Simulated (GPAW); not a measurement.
GaP:

```
Ga P
1.0
     0.00000    2.72525    2.72525
     2.72525    0.00000    2.72525
     2.72525    2.72525    0.00000
Ga P
1 1
Direct
  0.00000 0.00000 0.00000
  0.75000 0.75000 0.75000
```

Program: GPAW 26.7.0. Alike in all runs: no spin polarisation; cell as given; k mesh 8 × 8 × 8; cutoff (eV) 600. Hardware: 1 thread of Arm Neoverse V1, with other jobs on the host.

**Question.** Order these runs on this cell by their wall time, lowest first.
A. task band structure; level r2SCAN; potentials or basis GPAW PAW data sets (gpaw-data 1.2.1), pw; smearing fermi-dirac 0.05 eV; band path GXWKGLUWLK,UX; band points 80
B. task band structure; level PBEsol; potentials or basis PAW data sets generated in the run's folder for this functional, pw; smearing fermi-dirac 0.05 eV; band path GXWKGLUWLK,UX; band points 100
C. task single point; level PBEsol; potentials or basis PAW data sets generated in the run's folder for this functional, pw; smearing gaussian 0.05 eV

**Answer.** C (13 s), B (38 s), A (120 s).

Runs at the PBE level aren't shown here.
